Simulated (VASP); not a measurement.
# H2Os (P4/mmm) in VASP: equation of state

Aim: energy against volume of H2Os in PBE, for its equilibrium volume and stiffness.

Everything below comes from runs of VASP 6.6.1. Logs are shortened: lines on timing, memory, paths and dates and some standing lists are left out, and cuts for length are marked.

### Step 1. The structure

The structure is tetragonal, space group P4/mmm (No. 123). The conventional cell has a = 2.492 Å, b = 2.492 Å, c = 4.602 Å, α = 90.00°, β = 90.00°, γ = 90.00°. Around H (site symmetry 4mm) lie 1 H at 0.97 Å. Os (site symmetry 4/mmm) has 2 H at 1.82 Å as nearest neighbours.

The cell was built by a generator and needn't be a form met in nature.

### Step 2. Equation of state, PBE, 8.95 Å³/atom (volume scaled by 0.94)

File INCAR:

```
  PREC = Accurate
  ENCUT = 520
  EDIFF = 1E-7
  ISMEAR = -1
  SIGMA = 0.05
  LREAL = False
  LASPH = True
  NELM = 80
  ALGO = Normal
  ISIF = 2
  LWAVE = False
  LCHARG = False
  GGA = PE
  NBANDS = 12
```

File KPOINTS:

```
regular mesh
0
Gamma
  11 11 6
```

File POSCAR:

```
H2Os
1.0
    2.4409032781      0.0000000000      0.0000000000
    0.0000000000      2.4409032781      0.0000000000
    0.0000000000      0.0000000000      4.5083099647
H Os
2 1
Direct
    0.5000000000      0.5000000000      0.3950400000
    0.5000000000      0.5000000000      0.6049600000
    0.5000000000      0.5000000000      0.0000000000
```

Potentials or basis: VASP PAW PBE potentials, release 64 (H, Os).

Command:

```console
cat potpaw_PBE.64/H/POTCAR potpaw_PBE.64/Os/POTCAR > POTCAR
mpirun -np 1 vasp_std > vasp.out
```

OUTCAR:

```text
PREC = Accurate
   ENCUT = 520
   EDIFF = 1E-7
   ISMEAR = -1
   LREAL = False
   LASPH = True
   NELM = 80
   ISIF = 2
   GGA = PE

 Found     84 irreducible k-points:

 Following reciprocal coordinates:
            Coordinates               Weight
  0.000000  0.000000  0.000000      1.000000
  0.090909  0.000000  0.000000      4.000000
  0.181818  0.000000  0.000000      4.000000
  0.272727  0.000000  0.000000      4.000000
  0.363636  0.000000  0.000000      4.000000
  0.454545  0.000000  0.000000      4.000000
   k-points           NKPTS =     84   k-points in BZ     NKDIM =     84   number of bands    NBANDS=     12
   number of dos      NEDOS =    301   number of ions     NIONS =      3
   total plane-waves  NPLWV =  11664
   dimension x,y,z NGX =    18 NGY =   18 NGZ =   36
   dimension x,y,z NGXF=    36 NGYF=   36 NGZF=   72
   ions per type =               2   1
   NGX,Y,Z   is equivalent  to a cutoff of  12.26, 12.26, 13.28 a.u.
   NGXF,Y,Z  is equivalent  to a cutoff of  24.52, 24.52, 26.55 a.u.
 SYSTEM =  unknown system
   PREC   = accura    normal or accurate (medium, high low for compatibility)
   ISTART =      0    job   : 0-new  1-cont  2-samecut
   ICHARG =      2    charge: 1-file 2-atom 10-const
   ISPIN  =      1    spin polarized calculation?
   LNONCOLLINEAR =      F non collinear calculations
   LSORBIT =      F    spin-orbit coupling
   LASPH  =      T    aspherical Exc in radial PAW
   ENCUT  =  520.0 eV  38.22 Ry    6.18 a.u.   4.54  4.54  8.38*2*pi/ulx,y,z
   NELM   =     80;   NELMIN=  2; NELMDL= -5     # of ELM steps
   EDIFF  = 0.1E-06   stopping-criterion for ELM
   LREAL  =      F    real-space projection
   EDIFFG = 0.1E-05   stopping-criterion for IOM
   NSW    =      0    number of steps for IOM
   IBRION =     -1    ionic relax: 0-MD 1-quasi-New 2-CG
   NFREE  =      0    steps in history (QN), initial steepest desc. (CG)
   ISIF   =      2    stress and relaxation
   ISYM   =      2    0-nonsym 1-usesym 2-fastsym
   POTIM  = 0.5000    time-step for ionic-motion
   TEBEG  =    0.0;   TEEND  =   0.0 temperature during run
   PSTRESS=    0.0 pullay stress
   NELECT =      10.0000    total number of electrons
   NUPDOWN=      -1.0000    fix difference up-down
   EMIN   =  10.00;   EMAX   =-10.00  energy-range for DOS
   EFERMI =   0.00;   METHOD = LEGACY
   ISMEAR =    -1;   SIGMA  =   0.05  broadening in eV -4-tet -1-fermi 0-gaus
   EFERMI_NEDOS =   21; number of points for ismear=-14 and -15
   IALGO  =     38    algorithm
   IMIX   =      4    mixing-type and parameters
     AMIX     =   0.40;   BMIX     =  1.00
     AMIX_MAG =   1.60;   BMIX_MAG =  1.00
  volume/ion in A,a.u.               =       8.95        60.42
  Fermi-wavevector in a.u.,A,eV,Ry     =   1.177705  2.225540 18.871133  1.386989
  Thomas-Fermi vector in A             =   2.314047
   LORBIT       =      0    0 simple, 1 ext, 2 COOP (PROOUT), +10 PAW based schemes
   GGA     = PE    functional components
   LHFCALC =     F    Hartree Fock is set to
   AEXX    =    0.0000 exact exchange contribution
   IVDW    =     0    specifies the selected vdW correction
   LEPSILON=     F    determine dielectric tensor
   LRPA    =     F    only Hartree local field effects (RPA)
 non-spin polarized calculation
  energy-cutoff  :      520.00
  volume of cell :       26.86
 maximum number of plane-waves:       749
 NGX is ok and might be reduce to    18
   NGX =  9   NGY =  9   NGZ = 17

 number of electron      10.0000000 magnetization

 number of electron       9.9999996 magnetization

 Free energy of the ion-electron system (eV)
  ---------------------------------------------------
  ext. energy  EPLUGINS =         0.00000000
  ---------------------------------------------------
  free energy    TOTEN  =       -15.71001529 eV

  energy without entropy =      -15.69779953  energy(sigma->0) =      -15.70390741

 E-fermi :   4.0309     XC(G=0): -11.0218

 val. band max:        4.0222641646   @ k =   0.3636   0.0000   0.5000
 cond. band min:       4.0400183424   @ k =   0.2727   0.1818   0.3333
 fundamental gap:      0.0177541778
 Fermi energy:         4.0309290447

 k-point     1 :       0.0000    0.0000    0.0000
  band No.  band energies     occupation
      1      -6.5754      2.00000
      2      -3.3766      2.00000
      3      -2.2463      2.00000
      4       3.2017      2.00000
      5       5.1709      0.00000
      6       5.1709      0.00000
      7       6.9436      0.00000
      8       7.3281      0.00000
      9      17.5748      0.00000
     10      18.7019      0.00000
     11      21.8986      0.00000
     12      21.8986      0.00000

 k-point     2 :       0.0909    0.0000    0.0000
  band No.  band energies     occupation
      1      -6.3995      2.00000
      2      -3.0996      2.00000
      3      -1.9283      2.00000
      4       2.7794      2.00000
      5       5.2186      0.00000
      6       5.3235      0.00000
      7       6.9265      0.00000
      8       7.0228      0.00000
      9      17.1298      0.00000
     10      17.9245      0.00000
     11      21.9951      0.00000
     12      22.3093      0.00000

 k-point     3 :       0.1818    0.0000    0.0000
  band No.  band energies     occupation
      1      -5.9286      2.00000
      2      -2.6036      2.00000
      3      -0.7198      2.00000
      4       1.7964      2.00000
      5       5.3486      0.00000
      6       5.7085      0.00000
      7       5.9646      0.00000
      8       7.2383      0.00000
      9      14.4158      0.00000
     10      18.7190      0.00000
     11      21.3434      0.00000
     12      23.3065      0.00000

 k-point     4 :       0.2727    0.0000    0.0000
  band No.  band energies     occupation
      1      -5.2775      2.00000
      2      -2.1482      2.00000
      3       0.7087      2.00000
      4       1.2987      2.00000
      5       4.8859      0.00000
      6       5.5236      0.00000
      7       6.2347      0.00000
      8       7.5058      0.00000
      9      12.0892      0.00000
     10      19.1725      0.00000
     11      19.4583      0.00000
     12      23.1069      0.00000

 k-point     5 :       0.3636    0.0000    0.0000
  band No.  band energies     occupation
      1      -4.6016      2.00000
      2      -1.7478      2.00000
      3      -0.1622      2.00000
      4       3.3387      2.00000
      5       4.0196      1.11263
      6       5.6898      0.00000
      7       6.7787      0.00000
      8       7.6048      0.00000
      9      11.0409      0.00000
     10      16.9739      0.00000
     11      19.5035      0.00000
     12      22.4104      0.00000

 k-point     6 :       0.4545    0.0000    0.0000
  band No.  band energies     occupation
      1      -4.1411      2.00000
      2      -1.4954      2.00000
      3      -0.6369      2.00000
      4       3.5475      1.99987
      5       4.3507      0.00333
      6       5.7912      0.00000
      7       7.1434      0.00000
      8       7.5366      0.00000
      9      11.6815      0.00000
     10      15.2063      0.00000
     11      19.0335      0.00000
     12      22.5476      0.00000

 [... further k-points ...]
[... 5 lines left out ...]
  --------------------------------------------------------------------------------------
  -------------------------------------------------------------------------------------
  Total        2.2716717      2.2716717      1.6435904      0.0000000      0.0000000     -0.0000000
  in kB      135.5006096    135.5006096     98.0368301      0.0000000      0.0000000     -0.0000000
  external PRESSURE =     123.0126831 kB  Pullay stress =       0.0000000 kB

 VOLUME and BASIS-vectors are now :
 -----------------------------------------------------------------------------
  energy-cutoff  :      520.00
  volume of cell :       26.86
      direct lattice vectors                 reciprocal lattice vectors
     2.440903278  0.000000000  0.000000000     0.409684402  0.000000000  0.000000000
     0.000000000  2.440903278  0.000000000     0.000000000  0.409684402  0.000000000
     0.000000000  0.000000000  4.508309965     0.000000000  0.000000000  0.221812610

 POSITION                                       TOTAL-FORCE (eV/Angst)
 -----------------------------------------------------------------------------------
      1.22045      1.22045      1.78096         0.000000      0.000000      0.062205
      1.22045      1.22045      2.72735         0.000000      0.000000     -0.062205
      1.22045      1.22045      0.00000         0.000000      0.000000      0.000000
 -----------------------------------------------------------------------------------
    total drift:                                0.000000      0.000000      0.000000

  FREE ENERGIE OF THE ION-ELECTRON SYSTEM (eV)
  ---------------------------------------------------
  free  energy   TOTEN  =       -15.7100152878 eV

  energy  without entropy=      -15.6977995339  energy(sigma->0) =      -15.70390741
```

Run time: 24 s. Hardware: 1 thread of Intel Xeon Platinum 8375C at 2.90GHz (Ice Lake), shared host; peak memory 0.15 GiB.

What came out:

```yaml
Free_energy: -15.7100 eV
Pressure: 12.3 GPa
Largest_force: 0.062 eV/Å
Band_gap_on_the_k_mesh: none (metal or under the smearing width)
```

### Step 3. Equation of state, PBE, 9.14 Å³/atom (volume scaled by 0.96)

File INCAR:

```
SYSTEM = H2Os
ALGO     = Normal         ! electronic algorithm
EDIFF    = 1E-7           ! SCF threshold, eV
ENCUT    = 520            ! plane-wave cutoff, eV
GGA      = PE             ! functional
ISIF     = 2              ! what is computed and relaxed
ISMEAR   = -1             ! smearing method
LASPH    = .TRUE.         ! aspherical terms in the spheres
LCHARG   = .FALSE.        ! write CHGCAR
LREAL    = .FALSE.        ! projectors in reciprocal space
LWAVE    = .FALSE.        ! write WAVECAR
NBANDS   = 12             ! bands
NELM     = 60             ! most SCF steps
PREC     = Accurate       ! precision mode
SIGMA    = 0.05           ! smearing width, eV
```

File KPOINTS:

```
k-points
0
G
  11 11 6
  0 0 0
```

File POSCAR:

```
H2Os
1.0
    2.4580933042      0.0000000000      0.0000000000
    0.0000000000      2.4580933042      0.0000000000
    0.0000000000      0.0000000000      4.5400596725
H Os
2 1
Direct
    0.5000000000      0.5000000000      0.3950400000
    0.5000000000      0.5000000000      0.6049600000
    0.5000000000      0.5000000000      0.0000000000
```

Potentials or basis: VASP PAW PBE potentials, release 64 (H, Os).

Command:

```console
cat potpaw_PBE.64/H/POTCAR potpaw_PBE.64/Os/POTCAR > POTCAR
mpirun -np 1 vasp_std > vasp.out
```

Run time: 18 s. Hardware: 1 thread of Intel Xeon Platinum 8375C at 2.90GHz (Ice Lake), shared host; peak memory 0.15 GiB.

Results (log left out):

```yaml
Free_energy: -15.7463 eV
Pressure: 7.8 GPa
Largest_force: 0.054 eV/Å
Band_gap_on_the_k_mesh: none (metal or under the smearing width)
```

### Step 4. Equation of state, PBE, 9.33 Å³/atom (volume scaled by 0.98)

File INCAR:

```
SYSTEM = H2Os
ALGO = Normal ; EDIFF = 1E-7
ENCUT = 520 ; GGA = PE
ISIF = 2 ; ISMEAR = -1
LASPH = .TRUE. ; LCHARG = .FALSE.
LREAL = .FALSE. ; LWAVE = .FALSE.
NBANDS = 12 ; NELM = 60
PREC = Accurate ; SIGMA = 0.05
```

KPOINTS is that of step 3.

File POSCAR:

```
H2Os
1.0
    2.4750462075      0.0000000000      0.0000000000
    0.0000000000      2.4750462075      0.0000000000
    0.0000000000      0.0000000000      4.5713714183
H Os
2 1
Direct
    0.5000000000      0.5000000000      0.3950400000
    0.5000000000      0.5000000000      0.6049600000
    0.5000000000      0.5000000000      0.0000000000
```

Command:

```console
cat potpaw_PBE.64/H/POTCAR potpaw_PBE.64/Os/POTCAR > POTCAR
mpirun -np 1 vasp_std > vasp.out
```

Wall time 21 s (1 thread of Intel Xeon Platinum 8375C at 2.90GHz (Ice Lake), shared host); peak memory 0.15 GiB.

Results (log left out):

| Item | Value |
| --- | --- |
| Free energy | -15.7673 eV |
| Pressure | 3.7 GPa |
| Largest force | 0.050 eV/Å |
| Band gap on the k mesh | none (metal or under the smearing width) |

### Step 5. Equation of state, PBE, 9.72 Å³/atom (volume scaled by 1.02)

File INCAR:

```
PREC = Accurate ; ENCUT = 520
EDIFF = 1E-7 ; ISMEAR = -1
SIGMA = 0.05 ; LREAL = F
LASPH = T ; NELM = 100
ALGO = Normal ; ISIF = 2
LWAVE = F ; LCHARG = F
GGA = PE ; NBANDS = 12
```

File KPOINTS:

```
Automatic mesh
0
Gamma
  11 11 6
```

File POSCAR:

```
H2Os
1.0
    2.5082722690      0.0000000000      0.0000000000
    0.0000000000      2.5082722690      0.0000000000
    0.0000000000      0.0000000000      4.6327394313
H Os
2 1
Direct
    0.5000000000      0.5000000000      0.3950400000
    0.5000000000      0.5000000000      0.6049600000
    0.5000000000      0.5000000000      0.0000000000
```

Command:

```console
cat potpaw_PBE.64/H/POTCAR potpaw_PBE.64/Os/POTCAR > POTCAR
mpirun -np 1 vasp_std > vasp.out
```

Run time: 26 s. Hardware: 1 thread of Intel Xeon Platinum 8375C at 2.90GHz (Ice Lake), shared host; peak memory 0.16 GiB.

Results (log left out):

* Free energy: -15.7694 eV
* Pressure: -3.2 GPa
* Largest force: 0.051 eV/Å
* Band gap on the k mesh: none (metal or under the smearing width)

(Part 1 of 2 ends here.)
